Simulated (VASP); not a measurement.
Wanted: the native input for a VASP 6.6.1 run.

* Task: single point
* Functional: PBEsol
* Potentials or basis: VASP PAW PBE potentials, release 64 (Si, C)
* Cutoff: 700 eV
* k mesh: 10 × 10 × 10
* Occupations: gaussian, width 0.02 eV
* Spin: no spin polarisation
* Further INCAR settings: ALGO = Normal; EDIFF = 1e-06

The structure of SiC lies in POSCAR:

```
SiC
1.0
    0.0000000000      2.1791100000      2.1791100000
    2.1791100000      0.0000000000      2.1791100000
    2.1791100000      2.1791100000      0.0000000000
Si C
1 1
Direct
    0.7500000000      0.7500000000      0.7500000000
    0.0000000000      0.0000000000      0.0000000000
```

The cell is a database's computed one.

These files were run (other wordings do the same):

INCAR

```
SYSTEM = SiC
ALGO     = Normal         ! electronic algorithm
EDIFF    = 1E-6           ! SCF threshold, eV
ENCUT    = 700            ! plane-wave cutoff, eV
GGA      = PS             ! functional
ISIF     = 2              ! what is computed and relaxed
ISMEAR   = 0              ! smearing method
LASPH    = .True.         ! aspherical terms in the spheres
LCHARG   = .False.        ! write CHGCAR
LREAL    = .False.        ! projectors in reciprocal space
LWAVE    = .False.        ! write WAVECAR
NELM     = 80             ! most SCF steps
PREC     = Accurate       ! precision mode
SIGMA    = 0.02           ! smearing width, eV
```

KPOINTS

```
k-points
0
Gamma
  10 10 10
  0 0 0
```

Potentials or basis: VASP PAW PBE potentials, release 64 (Si, C).

Launch:

```bash
$ cat potpaw_PBE.64/Si/POTCAR potpaw_PBE.64/C/POTCAR > POTCAR
$ mpirun -np 1 vasp_std > vasp.out
```

It gave:

```yaml
Pressure: 0.0 GPa
Band_gap_on_the_k_mesh: 1.24 eV, indirect (least direct gap 4.44 eV)
```

Caveat: the PAW data sets were made with another functional, which shifts forces and pressure a little.

Run time: 10 s on 1 thread of AMD EPYC 9R14 (Zen 4), on a shared host, peak memory 0.12 GiB.
